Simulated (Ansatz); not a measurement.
## AgBr under changes of volume

One of the cells (23.644 Å³/atom); the others are scaled copies at fixed shape and fractional positions:

```
Ag Br
1.0
     0.00000    2.87015    2.87015
     2.87015    0.00000    2.87015
     2.87015    2.87015    0.00000
Ag Br
1 1
Direct
  0.00000 0.00000 0.00000
  0.50000 0.50000 0.50000
```

```yaml
Program: Ansatz 0.2.0
Functional: RPBE
Dispersion: D4
Potentials_or_basis: Ansatz PAW
Cutoff: "420 eV (not typed: the program's choice for these potentials)"
k_mesh: 8 × 8 × 8
Occupations: fermi-dirac, width 0.05 eV
Spin: no spin polarisation
```

| volume (Å³/atom) | energy over the lowest point (meV/atom) | pressure (GPa) | gap on the mesh (eV) |
| --- | --- | --- | --- |
| 22.225 | 11.27 | 3.0 | 0.83 |
| 22.698 | 4.27 | 1.8 | 0.84 |
| 23.171 | ? | ? | ? |
| 23.644 | 0.00 | -0.2 | 0.84 |
| 24.116 | 1.95 | -1.1 | 0.85 |
| 24.589 | 6.19 | -1.8 | 0.86 |
| 25.062 | 12.43 | -2.4 | 0.87 |

**Question.** What does the run at 23.171 Å³/atom give?

**Answer.** Energy over the lowest point 0.65 meV/atom; pressure 0.7 GPa; gap on the mesh 0.84 eV.

Worked out: A Birch-Murnaghan fit of order 3 (a polynomial in V^(-2/3)) to the other rows has its minimum at 23.52 Å³/atom with B0 = V·E''(V) = 45 GPa and B' = 5.5. It gives 0.65 meV/atom at 23.171 Å³/atom, against the run's 0.65, and -dE/dV = 0.7 GPa, against 0.7. A parabola through the other rows of the gap, of slope 0.217 eV per unit of ln V there, gives 0.84 eV, against the run's 0.84.

Energies are extrapolated to zero smearing.

Caveats: the PAW data sets come from PBE, with cores solved anew for the run's functional, which leaves a small shift of forces and pressure.

A mesh can miss the band edges. Spin-orbit coupling on Ag, Br is left out.
